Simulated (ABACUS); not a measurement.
## Si in ABACUS: the effect of target pressure

Si:

```
CELL_PARAMETERS angstrom
0.00000 2.72185 2.72185
2.72185 0.00000 2.72185
2.72185 2.72185 0.00000
ATOMIC_POSITIONS crystal
Si 0.00000 0.00000 0.00000
Si 0.25000 0.25000 0.25000
```

Alike in all runs:

| Property | Result |
| --- | --- |
| Program | ABACUS 3.10.1 |
| Task | relaxation of cell and atoms |
| Functional | PBE |
| Potentials or basis | PseudoDojo NC SR 0.4.1 PBE standard |
| Cutoff | 490 eV |
| Density cutoff | 1959 eV |
| Basis | plane waves |
| k mesh | 6 × 6 × 6 |
| Occupations | fermi-dirac, width 0.05 eV |
| Spin | no spin polarisation |

Each run relaxes the cell or the atoms first.

Problem. One run gave: relaxed volume 18.66 Å³/atom; gap on the mesh 0.56 eV. Which target pressure did it use?
A. 10 GPa
B. 5 GPa
C. 20 GPa
D. 30 GPa
E. 0 GPa

Solution. A.

```csv
target pressure,relaxed volume (Å³/atom),gap on the mesh (eV)
0 GPa,20.46,0.75
5 GPa,19.45,0.65
10 GPa,18.66,0.56
20 GPa,17.42,0.39
30 GPa,16.48,0.25
```

Caveats: the volume moved by over 15 % at a fixed basis, so the end points are rough (some runs).

A k mesh can miss the band edges.
